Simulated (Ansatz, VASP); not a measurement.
# CdTe: VASP beside Ansatz

```xyz
2
Lattice="0.0000 2.9617 2.9617 2.9617 0.0000 2.9617 2.9617 2.9617 0.0000" Properties=species:S:1:pos:R:3 pbc="T T T"
Cd    2.9617    2.9617    2.9617
Te    0.0000    0.0000    0.0000
```

Alike in both runs: task single point; functional RPBE; dispersion D4; k mesh 6 × 6 × 6; occupations gaussian, width 0.05 eV; no spin polarisation.

|  | VASP | Ansatz |
| --- | --- | --- |
| version | VASP 6.6.1 | Ansatz 0.2.0 |
| potentials or method | VASP PAW PBE potentials, release 64 (Cd, Te) | scalar-relativistic, plane waves, PAW |
| plane-wave cutoff (eV) | 520 | 420 |
| valence electrons in the cell | 18 | 36 |

```tsv
	VASP	Ansatz	Ansatz less VASP
gap on the k mesh at the Fermi level (eV)	none	none	-
pressure (GPa)	2.7	2.5	-0.22
dispersion energy (meV/atom)	-901.2	-901.4	-0.19
```

A gap of «none» marks a metal or a gap that the smearing closes. The two sets of potentials don't hold the same shells in valence.

Caveats: the PAW data sets were made with another functional, which shifts forces and pressure a little (VASP); pairwise dispersion overbinds metals, which lowers pressure and volume. Spin-orbit coupling is left out, which matters for the levels of Te.
